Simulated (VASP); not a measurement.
# Sb (Pm-3m) in VASP: further runs

Runs on Sb. Level: PBEsol. Tasks: electric field gradients.

Program: VASP 6.6.1. These are calculated values, not measurements. Logs are shortened: lines on timing, memory, paths and dates and some standing lists are left out, and cuts for length are marked.

## 1. The crystal as given

Symmetry: Pm-3m, No. 221, cubic system. Conventional cell: a = 3.083 Å, b = 3.083 Å, c = 3.083 Å, α = 90.00°, β = 90.00°, γ = 90.00°. Sb (site symmetry m-3m) has 6 Sb at 3.08 Å as nearest neighbours.

This isn't the form of Sb at room conditions, which is rhombohedral.

## 2. Electric field gradients, PBEsol (volume scaled by 1.06)

Input file INCAR:

```
  ALGO = Fast
  EDIFF = 1E-8
  ENCUT = 520
  GGA = PS
  ISIF = 2
  ISMEAR = -1
  LASPH = True
  LCHARG = False
  LEFG = True
  LREAL = False
  LWAVE = False
  NBANDS = 8
  NELM = 60
  PREC = Accurate
  SIGMA = 0.05
```

Input file KPOINTS:

```
k-points
0
Gamma
  12 12 12
```

Input file POSCAR:

```
Sb
1.0
    3.1438166807      0.0000000000      0.0000000000
    0.0000000000      3.1438166807      0.0000000000
    0.0000000000      0.0000000000      3.1438166807
Sb
1
Direct
    0.0000000000      0.0000000000      0.0000000000
```

Potentials or basis: VASP PAW PBE potentials, release 64 (Sb).

Started as:

```console
cat potpaw_PBE.64/Sb/POTCAR > POTCAR
mpirun -np 1 vasp_std > vasp.out
```

OUTCAR:

```text
EDIFF = 1E-8
   ENCUT = 520
   GGA = PS
   ISIF = 2
   ISMEAR = -1
   LASPH = True
   LREAL = False
   NELM = 60
   PREC = Accurate

 ion  position               nearest neighbor table
   1  0.000  0.000  0.000-

  LATTYP: Found a simple cubic cell.
 ALAT       =     3.1438166807

  Lattice vectors:

 A1 = (   3.1438166807,   0.0000000000,   0.0000000000)
 A2 = (   0.0000000000,   3.1438166807,   0.0000000000)
 A3 = (   0.0000000000,   0.0000000000,   3.1438166807)

Analysis of symmetry for initial positions (statically):
=====================================================================
 Subroutine PRICEL returns:
 Original cell was already a primitive cell.

 Routine SETGRP: Setting up the symmetry group for a
 simple cubic supercell.

 Subroutine GETGRP returns: Found 48 space group operations
 (whereof 48 operations were pure point group operations)
 out of a pool of 48 trial point group operations.

The static configuration has the point symmetry O_h .

Analysis of symmetry for dynamics (positions and initial velocities):
=====================================================================
 Subroutine PRICEL returns:
 Original cell was already a primitive cell.

 Routine SETGRP: Setting up the symmetry group for a
 simple cubic supercell.

 Subroutine GETGRP returns: Found 48 space group operations
 (whereof 48 operations were pure point group operations)
 out of a pool of 48 trial point group operations.

The dynamic configuration has the point symmetry O_h .

 Subroutine INISYM returns: Found 48 space group operations
 (whereof 48 operations are pure point group operations),
 and found     1 'primitive' translations

----------------------------------------------------------------------------------------

                                     Primitive cell

  volume of cell :      31.0722

  direct lattice vectors                    reciprocal lattice vectors
     3.143816681  0.000000000  0.000000000     0.318084705  0.000000000  0.000000000
     0.000000000  3.143816681  0.000000000     0.000000000  0.318084705  0.000000000
[... 113 lines left out ...]
   LRPA    =     F    only Hartree local field effects (RPA)
 non-spin polarized calculation
 RMM-DIIS sequential band-by-band and
  energy-cutoff  :      520.00
  volume of cell :       31.07
 maximum number of plane-waves:       860
 NGX is ok and might be reduce to    24

 number of electron       5.0000000 magnetization

 Free energy of the ion-electron system (eV)
  ---------------------------------------------------
  ext. energy  EPLUGINS =         0.00000000
  ---------------------------------------------------
  free energy    TOTEN  =        -4.49138757 eV

  energy without entropy =       -4.48474712  energy(sigma->0) =       -4.48806734

 E-fermi :   6.5583     XC(G=0):  -9.5832

 val. band max:        6.5385460312   @ k =   0.4167   0.2500   0.0833
 cond. band min:       6.6059701604   @ k =   0.4167   0.4167   0.3333
 fundamental gap:      0.0674241292
 Fermi energy:         6.5582815787

 k-point     1 :       0.0000    0.0000    0.0000
  band No.  band energies     occupation
      1      -5.6098      2.00000
      2       9.6412      0.00000
      3       9.6412      0.00000
      4       9.6412      0.00000
      5      13.3927      0.00000
      6      13.3927      0.00000
      7      14.3718      0.00000
      8      23.9803      0.00000
[... 243 lines left out ...]
 k-point    24 :       0.4167    0.3333    0.0000
  band No.  band energies     occupation
      1      -2.1547      2.00000
      2       2.9652      2.00000
      3       4.7526      2.00000
      4      10.6042      0.00000
      5      12.6233      0.00000
      6      17.1319      0.00000
      7      19.2600      0.00000
      8      19.4793      0.00000

 [... further k-points ...]
[... 5 lines left out ...]
  --------------------------------------------------------------------------------------
  -------------------------------------------------------------------------------------
  Total       -0.7724072     -0.7724072     -0.7724072      0.0000000      0.0000000      0.0000000
  in kB      -39.8277028    -39.8277028    -39.8277028      0.0000000      0.0000000      0.0000000
  external PRESSURE =     -39.8277028 kB  Pullay stress =       0.0000000 kB

 VOLUME and BASIS-vectors are now :
 -----------------------------------------------------------------------------
  energy-cutoff  :      520.00
  volume of cell :       31.07
      direct lattice vectors                 reciprocal lattice vectors
     3.143816681  0.000000000  0.000000000     0.318084705  0.000000000  0.000000000
     0.000000000  3.143816681  0.000000000     0.000000000  0.318084705  0.000000000
     0.000000000  0.000000000  3.143816681     0.000000000  0.000000000  0.318084705

 POSITION                                       TOTAL-FORCE (eV/Angst)
 -----------------------------------------------------------------------------------
      0.00000      0.00000      0.00000         0.000000      0.000000      0.000000
 -----------------------------------------------------------------------------------
    total drift:                               -0.000000      0.000000      0.000000

  FREE ENERGIE OF THE ION-ELECTRON SYSTEM (eV)
  ---------------------------------------------------
  free  energy   TOTEN  =        -4.4913875709 eV

  energy  without entropy=       -4.4847471173  energy(sigma->0) =       -4.48806734

 Electric field gradients (V/A^2)
---------------------------------------------------------------------
 ion       V_xx      V_yy      V_zz      V_xy      V_xz      V_yz
---------------------------------------------------------------------
   1       0.000    -0.000     0.000     0.000    -0.000     0.000
---------------------------------------------------------------------

 Electric field gradients after diagonalization (V/A^2)
 (convention: |V_zz| > |V_xx| > |V_yy|)
----------------------------------------------------------------------
 ion       V_xx      V_yy      V_zz     asymmetry (V_yy - V_xx)/ V_zz
----------------------------------------------------------------------
   1       0.000    -0.000     0.000      -1.133
----------------------------------------------------------------------

           NMR quadrupolar parameters

 Cq : quadrupolar parameter    Cq=e*Q*V_zz/h
 eta: asymmetry parameters     (V_yy - V_xx)/ V_zz
 Q  : nuclear electric quadrupole moment in mb (millibarn)
----------------------------------------------------------------------
 ion       Cq(MHz)       eta       Q (mb)
----------------------------------------------------------------------
   1       0.000      -1.133       1.000
----------------------------------------------------------------------
```

stdout:

```text
POSCAR found type information on POSCAR Sb
 POSCAR found :  1 types and       1 ions
 scaLAPACK will be used
 -----------------------------------------------------------------------------
|                                                                             |
|                                                                             |
|     You enforced a specific xc type in the INCAR file but a different       |
|     I HOPE YOU KNOW WHAT YOU ARE DOING!                                     |
|                                                                             |
 -----------------------------------------------------------------------------

 LDA part: xc-table for (Slater+PW92), standard interpolation
 POSCAR, INCAR and KPOINTS ok, starting setup
 FFT: planning ... GRIDC
 FFT: planning ... GRID_SOFT
 FFT: planning ... GRID
 WAVECAR not read
 entering main loop
ion   1
```

Run time: 29 s. Hardware: 1 thread of Intel Xeon Platinum 8175M at 2.50GHz (Skylake/Cascade Lake), shared host; peak memory 0.15 GiB.

What came out:

```
Free energy            : -4.4914 eV
Pressure               : -4.0 GPa
Band gap on the k mesh : none (metal or under the smearing width)
```

Levels at points of the mesh, in eV from the Fermi level:
```
           k point  band 1  band 2  band 3  band 4  band 5  band 6  band 7
(0.00, 0.00, 0.00)  -12.17    3.08    3.08    3.08    6.83    6.83    7.81
(0.50, 0.00, 0.00)   -9.89   -5.39    4.96    4.96    8.87   10.33   11.12
(0.50, 0.50, 0.00)   -7.49   -3.43   -3.43    2.19    6.85   12.49   13.05
(0.50, 0.50, 0.50)   -4.85   -1.60   -1.60   -1.60    4.79    4.79    4.79
```

Electric field gradients, principal values (V/Å²):
```csv
atom,Vxx,Vyy,Vzz
1 Sb,0.000,0.000,0.000
```

Caveat: the PAW data sets were made with another functional, which shifts forces and pressure a little.

## 3. Electric field gradients, PBEsol

Input file INCAR:

```
SYSTEM = Sb
ALGO = Normal
EDIFF = 1E-8
ENCUT = 520
GGA = PS
ISIF = 2
ISMEAR = -1
LASPH = .TRUE.
LCHARG = .FALSE.
LEFG = .TRUE.
LREAL = .FALSE.
LWAVE = .FALSE.
NBANDS = 8
NELM = 100
PREC = Accurate
SIGMA = 0.05
```

Input file KPOINTS:

```
k-points
0
G
  12 12 12
  0 0 0
```

Input file POSCAR:

```
Sb
1.0
    3.0833436100      0.0000000000      0.0000000000
    0.0000000000      3.0833436100      0.0000000000
    0.0000000000      0.0000000000      3.0833436100
Sb
1
Direct
    0.0000000000      0.0000000000      0.0000000000
```

Potentials or basis: VASP PAW PBE potentials, release 64 (Sb).

Started as:

```console
cat potpaw_PBE.64/Sb/POTCAR > POTCAR
mpirun -np 1 vasp_std > vasp.out
```

OUTCAR:

```text
SYSTEM = Sb
   EDIFF = 1E-8
   ENCUT = 520
   GGA = PS
   ISIF = 2
   ISMEAR = -1
   LASPH = .TRUE.
   LREAL = .FALSE.
   NELM = 100
   PREC = Accurate

 ion  position               nearest neighbor table
   1  0.000  0.000  0.000-

  LATTYP: Found a simple cubic cell.
 ALAT       =     3.0833436100

  Lattice vectors:

 A1 = (   3.0833436100,   0.0000000000,   0.0000000000)
 A2 = (   0.0000000000,   3.0833436100,   0.0000000000)
 A3 = (   0.0000000000,   0.0000000000,   3.0833436100)

Analysis of symmetry for initial positions (statically):
=====================================================================
 Subroutine PRICEL returns:
 Original cell was already a primitive cell.

 Routine SETGRP: Setting up the symmetry group for a
 simple cubic supercell.

 Subroutine GETGRP returns: Found 48 space group operations
 (whereof 48 operations were pure point group operations)
 out of a pool of 48 trial point group operations.

[... 443 lines left out ...]

 VOLUME and BASIS-vectors are now :
 -----------------------------------------------------------------------------
  energy-cutoff  :      520.00
  volume of cell :       29.31
      direct lattice vectors                 reciprocal lattice vectors
     3.083343610  0.000000000  0.000000000     0.324323243  0.000000000  0.000000000
     0.000000000  3.083343610  0.000000000     0.000000000  0.324323243  0.000000000
     0.000000000  0.000000000  3.083343610     0.000000000  0.000000000  0.324323243

 POSITION                                       TOTAL-FORCE (eV/Angst)
 -----------------------------------------------------------------------------------
      0.00000      0.00000      0.00000         0.000000      0.000000      0.000000
 -----------------------------------------------------------------------------------
    total drift:                               -0.000000      0.000000      0.000000

  FREE ENERGIE OF THE ION-ELECTRON SYSTEM (eV)
  ---------------------------------------------------
  free  energy   TOTEN  =        -4.5203057885 eV

  energy  without entropy=       -4.5141053658  energy(sigma->0) =       -4.51720558

 Electric field gradients (V/A^2)
---------------------------------------------------------------------
 ion       V_xx      V_yy      V_zz      V_xy      V_xz      V_yz
---------------------------------------------------------------------
   1      -0.000    -0.000    -0.000     0.000    -0.000     0.000
---------------------------------------------------------------------

 Electric field gradients after diagonalization (V/A^2)
 (convention: |V_zz| > |V_xx| > |V_yy|)
----------------------------------------------------------------------
 ion       V_xx      V_yy      V_zz     asymmetry (V_yy - V_xx)/ V_zz
----------------------------------------------------------------------
   1      -0.000    -0.000    -0.000      -0.552
----------------------------------------------------------------------

           NMR quadrupolar parameters

 Cq : quadrupolar parameter    Cq=e*Q*V_zz/h
 eta: asymmetry parameters     (V_yy - V_xx)/ V_zz
 Q  : nuclear electric quadrupole moment in mb (millibarn)
----------------------------------------------------------------------
 ion       Cq(MHz)       eta       Q (mb)
----------------------------------------------------------------------
   1      -0.000      -0.552       1.000
----------------------------------------------------------------------
```

OSZICAR:

```text
N       E                     dE             d eps       ncg     rms          rms(c)
DAV:   1     0.517834528033E+01    0.51783E+01   -0.16398E+03  1344   0.406E+02
DAV:   2    -0.441250343523E+01   -0.95908E+01   -0.91438E+01  1920   0.535E+01
DAV:   3    -0.452191814997E+01   -0.10941E+00   -0.10937E+00  1632   0.652E+00
DAV:   4    -0.452229713061E+01   -0.37898E-03   -0.37898E-03  2064   0.449E-01
DAV:   5    -0.452229852524E+01   -0.13946E-05   -0.13945E-05  1696   0.169E-02    0.191E+00
DAV:   6    -0.452115229875E+01    0.11462E-02   -0.27731E-04  1888   0.119E-01    0.113E+00
DAV:   7    -0.452029565846E+01    0.85664E-03   -0.74825E-04  1456   0.184E-01    0.582E-02
DAV:   8    -0.452030499639E+01   -0.93379E-05   -0.22389E-05  1904   0.324E-02    0.466E-03
DAV:   9    -0.452030579899E+01   -0.80260E-06   -0.65410E-07  1760   0.555E-03    0.144E-03
DAV:  10    -0.452030575279E+01    0.46197E-07   -0.11975E-07  1720   0.193E-03    0.131E-04
DAV:  11    -0.452030576772E+01   -0.14928E-07   -0.92478E-10  1464   0.222E-04    0.723E-05
DAV:  12    -0.452030578510E+01   -0.17378E-07   -0.27508E-10  1048   0.981E-05    0.428E-05
DAV:  13    -0.452030578850E+01   -0.34042E-08   -0.15565E-11   920   0.265E-05
   1 F= -.45203058E+01 E0= -.45172056E+01  d E =-.620042E-02
```

stdout:

```text
POSCAR found type information on POSCAR Sb
 POSCAR found :  1 types and       1 ions
 scaLAPACK will be used
 -----------------------------------------------------------------------------
|                                                                             |
|                                                                             |
|     You enforced a specific xc type in the INCAR file but a different       |
|     I HOPE YOU KNOW WHAT YOU ARE DOING!                                     |
|                                                                             |
 -----------------------------------------------------------------------------

 LDA part: xc-table for (Slater+PW92), standard interpolation
 POSCAR, INCAR and KPOINTS ok, starting setup
 FFT: planning ... GRIDC
 FFT: planning ... GRID_SOFT
 FFT: planning ... GRID
 WAVECAR not read
 entering main loop
ion   1
```

Wall time 19 s (1 thread of Intel Xeon Platinum 8175M at 2.50GHz (Skylake/Cascade Lake), shared host); peak memory 0.14 GiB.

Results:

- Free energy: -4.5203 eV
- Pressure: -1.1 GPa
- Band gap on the k mesh: none (metal or under the smearing width)

Electric field gradients, principal values (V/Å²):
| atom | Vxx | Vyy | Vzz |
| --- | --- | --- | --- |
| 1 Sb | 0.000 | 0.000 | 0.000 |

Caveat: the PAW data sets were made with another functional, which shifts forces and pressure a little. Spin-orbit coupling is left out, which matters for the levels of Sb.
